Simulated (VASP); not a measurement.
H: relaxation of cell and atoms with PBE

The system is H.

```
H
1.0
     2.64964    0.00000    0.00000
     0.00000    2.64964    0.00000
     0.00000    0.00000    0.98049
H
1
Direct
  0.00000 0.00000 0.50000
```

```yaml
Program: VASP 6.6.1
Task: relaxation of cell and atoms
Functional: PBE
Potentials_or_basis: VASP PAW PBE potentials, release 64 (H)
Cutoff: 900 eV
k_mesh: 10 × 10 × 26
Occupations: fermi-dirac, width 0.05 eV
Spin: no spin polarisation
Further_INCAR_settings: ALGO = Fast; EDIFF = 1e-07; IBRION = 2; EDIFFG = -0.005; NSW = 60; ISIF = 3
```

```
Relaxed volume                         : 11.15 Å³/atom
Relaxed cell                           : a = 3.363 Å, b = 3.363 Å, c = 0.986 Å, α = 90.00°, β = 90.00°, γ = 90.00°
Space group after relaxing (to 0.05 Å) : P4/mmm (No. 123)
Energy gained by relaxing              : 19.1 meV/atom
Ionic steps                            : 8
Pressure after relaxing                : 0.0 GPa
Band gap on the k mesh                 : none (metal or under the smearing width)
```

The path:
```tsv
step	energy change (eV)	largest force (eV/Å)	pressure (GPa)	volume (Å³)
1	0.0000	0.0000	1.82	6.88
2	-0.0012	0.0000	1.69	6.96
3	-0.0044	0.0000	1.34	7.20
4	-0.0094	0.0000	0.76	7.69
5	-0.0152	0.0000	-0.06	8.71
6	-0.0175	0.0000	-0.98	10.97
7	-0.0189	0.0000	0.31	11.21
8	-0.0191	0.0000	-0.03	11.15
```

Final structure:
```yaml
crystal:
  lattice:
    - [3.36265, 0.00000, 0.00000]
    - [0.00000, 3.36265, 0.00000]
    - [0.00000, 0.00000, 0.98589]
  atoms:
    - { symbol: H, position: [0.00000, 0.00000, 0.50000] }
```

Levels at points of the mesh, in eV from the Fermi level:
```
           k point  band 1  band 2  band 3  band 4
(0.00, 0.00, 0.00)   -9.94    5.72   10.20   10.20
(0.50, 0.00, 0.00)   -9.55    2.76   10.23   11.76
(0.50, 0.50, 0.00)   -9.23    4.94    4.94    7.60
(0.00, 0.00, 0.50)   24.38   32.43   43.32   46.11
(0.50, 0.00, 0.50)   24.56   33.24   41.35   41.54
(0.50, 0.50, 0.50)   24.71   33.89   43.48   43.48
```

It took 28 s on 1 thread of AMD EPYC 9R45 96-Core Processor (Zen 5), with other jobs on the host, peak memory 0.1 GiB.

Caveat: the volume moved by over 15 % at a fixed basis, so the end points are rough.
